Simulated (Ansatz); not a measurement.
# Li (Lithium): from the listed structure to its properties

This session takes Li (Lithium) and sets out to find the equilibrium cell, compute bands, density of states and charges, compare with the cell as listed and measure the bulk modulus from energies at several volumes.

This is Li in the fcc structure; at room conditions it is bcc.

Computed with Ansatz 0.2.0 (DFT PBE+D3(BJ), scalar-relativistic, plane waves, PAW, unless a step's input says otherwise).

### 1 The starting structure

It takes space group Fm-3m (No. 225, cubic). The conventional cell has a = 4.404 Å, b = 4.404 Å, c = 4.404 Å, α = 90.00°, β = 90.00°, γ = 90.00°. Li (site symmetry m-3m) has 12 Li at 3.11 Å as nearest neighbours.

Coordinates:

```
CELL_PARAMETERS angstrom
0.00000 2.20200 2.20200
2.20200 0.00000 2.20200
2.20200 2.20200 0.00000
ATOMIC_POSITIONS crystal
Li 0.00000 0.00000 0.00000
```

The structure comes from the Crystallography Open Database.

(A quick probe on a coarse mesh, which set the mesh and smearing, is not shown.)

### 3 Relaxing cell and atoms

Input file input.yaml:

```yaml
crystal:
  lattice:
    - [0.0, 2.202, 2.202]
    - [2.202, 0.0, 2.202]
    - [2.202, 2.202, 0.0]
  atoms:
    - { symbol: Li, position: [0.0, 0.0, 0.0] }
basis:
  ecutwfc: 420
kpoints:
  mp_grid: { grid: [16, 16, 16] }
hamiltonian:
  xc: pbe
  dispersion: d3bj
scf:
  occupations: { method: gaussian, width: 0.1 }
output:
  forces: true
  stress: true
  eigenvalues: true
  write_density: true
  write_potential: true
  elf: true
  volumetric_format: npy
relax:
  adjacent_minimum: "off"
  f_tol: 0.005
  max_steps: 80
  cell: { stress_tol: 0.05 }
```

Command:

```
> ansatz run input.yaml --threads 1 --pin off --max-ram 2560MiB --backend cpu --events-out ev --progress --plain --runs-dir out
```

The session goes on with these runs: relaxation repeated; static run: bands, density of states and charges; the cell as listed, for comparison; the cell scaled to 0.97 of its volume; point at V/V0 = 1.03; volume × 0.94; the cell scaled to 1.06 of its volume; volume × 0.91; point at V/V0 = 1.10; point at V/V0 = 0.88.

What does the calculation give? Wanted: relaxed cell; volume; gap; states at the Fermi level; listed cell; equilibrium volume of the fit; bulk modulus.

**Answer**, as computed:

```
                     quantity                                                                      value
  relaxed cell (conventional)  a = 4.177 Å, b = 4.177 Å, c = 4.177 Å, α = 90.00°, β = 90.00°, γ = 90.00°
         space group (0.01 Å)                                                            Fm-3m (No. 225)
                       volume                                                              18.22 Å³/atom
                          gap                                                               none (metal)
    states at the Fermi level                                                       0.52 per eV per cell
                  listed cell           20.8 meV/atom above the relaxed cell, -1.9 GPa, gap none (metal)
equilibrium volume of the fit                                                              18.22 Å³/atom
                 bulk modulus                                                                     16 GPa
      its pressure derivative                                                                        3.4
```

Relaxation lowered the volume by 14.7 %. That is more than thermal expansion of the reported cell explains. There is no gap at this level. The listed cell costs 20.8 meV/atom and carries a pressure of -1.9 GPa at this level. The fit puts the minimum at 18.22 Å³/atom with B = 16 GPa and B' = 3.4.
